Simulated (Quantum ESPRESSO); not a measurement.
Crystal: CoO.

```xyz
2
Lattice="2.5705 0.0000 0.0000 0.0000 2.5705 0.0000 0.0000 0.0000 2.5705" Properties=species:S:1:pos:R:3 pbc="T T T"
Co    0.0000    0.0000    0.0000
O     1.2853    1.2853    1.2853
```

Measurements of this composition are mostly on another form, of space group No. 225.

Program: Quantum ESPRESSO 7.5. Alike in all runs: task single point; Co d U = 2 eV; cell as given; k mesh 7 × 7 × 7; smearing gaussian 0.05 eV.

Question: Order these runs on this cell by their pressure, lowest first.
A. level PBEsol+U; potentials or basis PseudoDojo 0.4.1 SR PBEsol standard; spin collinear, zero start; fixed moment (μB) 0.0; cutoff (eV) 1306; double 6; moments locked total; magnetic state asked for nm_spin
B. level RPBE+U; potentials or basis SPMS 1.0 PBE; spin collinear, ferromagnetic start; cutoff (eV) 1197; double 0; moments locked none; magnetic state asked for free
C. level PBEsol+U; potentials or basis SPMS 1.0 PBE; spin collinear, ferromagnetic start; cutoff (eV) 1197; double 0; moments locked none; magnetic state asked for free
D. level revPBE+U; potentials or basis SPMS 1.0 PBE; spin collinear, ferromagnetic start; cutoff (eV) 1197; double 0; moments locked none; magnetic state asked for free
E. level PW91+U; potentials or basis SPMS 1.0 PBE; spin collinear, ferromagnetic start; cutoff (eV) 1197; double 0; moments locked none; magnetic state asked for free

Answer: A (-17.3 GPa), C (9.3 GPa), E (19.5 GPa), D (25.8 GPa), B (27.7 GPa).

Caveats: the potentials were made for another functional, which shifts forces and pressure (some runs); a cell with one magnetic atom can't hold antiferromagnetic order, which such compounds often take (some runs); the total moment is fixed, so each spin has its own Fermi level (some runs).

Runs at the PBE level aren't shown here.
